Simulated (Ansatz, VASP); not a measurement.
# One calculation of BeTe, two programs

```xyz
2
Lattice="0.0000 2.8319 2.8319 2.8319 0.0000 2.8319 2.8319 2.8319 0.0000" Properties=species:S:1:pos:R:3 pbc="T T T"
Be    0.0000    0.0000    0.0000
Te    1.4159    1.4159    1.4159
```

Alike in both runs: functional PBE; k mesh 8 × 8 × 8; no spin polarisation.

Ansatz relaxed the structure, and its values are those at the end. VASP's run is a single point on that final structure, the one shown.

|  | VASP | Ansatz |
| --- | --- | --- |
| version | VASP 6.6.1 | Ansatz 0.2.0 |
| potentials or method | VASP PAW PBE potentials, release 64 (Be, Te) | scalar-relativistic, plane waves, PAW |
| plane-wave cutoff (eV) | 520 | 420 |
| occupations | gaussian, width 0.01 eV | fixed |
| valence electrons in the cell | 8 | 18 |

```csv
,VASP,Ansatz,Ansatz less VASP
gap on the k mesh at the Fermi level (eV),2.01,2.03,+0.014
least direct gap on the mesh (eV),3.62,3.64,+0.018
pressure (GPa),0.1,0.0,-0.13
```

The two sets of potentials don't hold the same shells in valence.

Caveats: spin-orbit coupling is left out, which moves the levels of the heavy elements. A k mesh can miss the band edges.
